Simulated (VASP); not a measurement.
W:

```xyz
8
Lattice="5.0623 0.0000 0.0000 0.0000 5.0623 0.0000 0.0000 0.0000 5.0623" Properties=species:S:1:pos:R:3 pbc="T T T"
W     1.2656    0.0000    2.5311
W     3.7967    0.0000    2.5311
W     0.0000    2.5311    1.2656
W     0.0000    2.5311    3.7967
W     2.5311    3.7967    0.0000
W     2.5311    1.2656    0.0000
W     0.0000    0.0000    0.0000
W     2.5311    2.5311    2.5311
```

This isn't the form of W at room conditions, which is bcc.

- Program: VASP 6.6.1
- Task: relaxation of cell and atoms
- Functional: PBEsol
- Potentials or basis: VASP PAW PBE potentials, release 64 (W_sv)
- Cutoff: 600 eV
- k mesh: 8 × 8 × 8
- Occupations: gaussian, width 0.1 eV
- Spin: no spin polarisation

At the start: pressure -4.8 GPa; volume 16.22 Å³/atom.

Problem. Where does the relaxation end?

Solution. Over 4 steps the energy falls by 3.8 meV/atom and the volume is 15.97 Å³/atom (-1.5 %); space group Pm-3n (No. 223, to 0.05 Å).

The path:
```csv
step,energy change (eV),largest force (eV/Å),pressure (GPa),volume (Å³)
1,0.0000,0.0000,-4.80,129.73
2,0.3819,0.0000,20.05,120.83
3,-0.0302,0.0000,-0.12,127.79
4,-0.0302,0.0000,0.00,127.74
```

Final structure:
```
W
1.0
     5.03631    0.00000    0.00000
     0.00000    5.03631    0.00000
     0.00000    0.00000    5.03631
W
8
Direct
  0.25000 0.00000 0.50000
  0.75000 0.00000 0.50000
  0.00000 0.50000 0.25000
  0.00000 0.50000 0.75000
  0.50000 0.75000 0.00000
  0.50000 0.25000 0.00000
  0.00000 0.00000 0.00000
  0.50000 0.50000 0.50000
```

Caveat: the PAW data sets were made with another functional, which shifts forces and pressure a little.
